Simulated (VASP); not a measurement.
KF: single point with LDA

Crystal: KF.

```
CELL_PARAMETERS angstrom
3.25895 0.00000 0.00000
0.00000 3.25895 0.00000
0.00000 0.00000 3.25895
ATOMIC_POSITIONS crystal
K 0.00000 0.00000 0.00000
F 0.50000 0.50000 0.50000
```

The cell comes from a database or a generator and needn't be the stable form of this composition.

| Quantity | Value |
| --- | --- |
| Program | VASP 6.6.1 |
| Task | single point |
| Functional | LDA |
| Potentials or basis | VASP PAW LDA potentials, release 64 (K_sv, F) |
| Cutoff | 520 eV |
| k mesh | 8 × 8 × 8 |
| Occupations | gaussian, width 0.05 eV |
| Spin | no spin polarisation |
| Dipole correction | no |
| Further INCAR settings | ALGO = Normal; EDIFF = 1e-06; NBANDS = 15 |

| Item | Value |
| --- | --- |
| Pressure | -5.7 GPa |
| Band gap on the k mesh | 5.91 eV, indirect (least direct gap 5.96 eV) |

Levels at points of the mesh, in eV from the valence-band top:
| k point | band 5 | band 6 | band 7 | band 8 | band 9 | band 10 | band 11 | band 12 |
| --- | --- | --- | --- | --- | --- | --- | --- | --- |
| (0.00, 0.00, 0.00) | -9.76 | -0.05 | -0.05 | -0.05 | 5.91 | 8.08 | 8.08 | 13.85 |
| (0.50, 0.00, 0.00) | -9.64 | -1.28 | -0.17 | -0.17 | 9.09 | 9.12 | 10.54 | 12.35 |
| (0.50, 0.50, 0.00) | -9.55 | -0.63 | -0.63 | 0.00 | 8.25 | 8.73 | 11.78 | 11.78 |
| (0.50, 0.50, 0.50) | -10.36 | -1.08 | -1.08 | -1.08 | 10.27 | 10.27 | 10.27 | 14.79 |

It took 6.8 s on 1 thread of AMD EPYC 9R45 (Zen 5), on a shared host, peak memory 0.1 GiB.

A k mesh can miss the band edges. A hybrid or GW would open this gap; LDA tends to underestimate it.
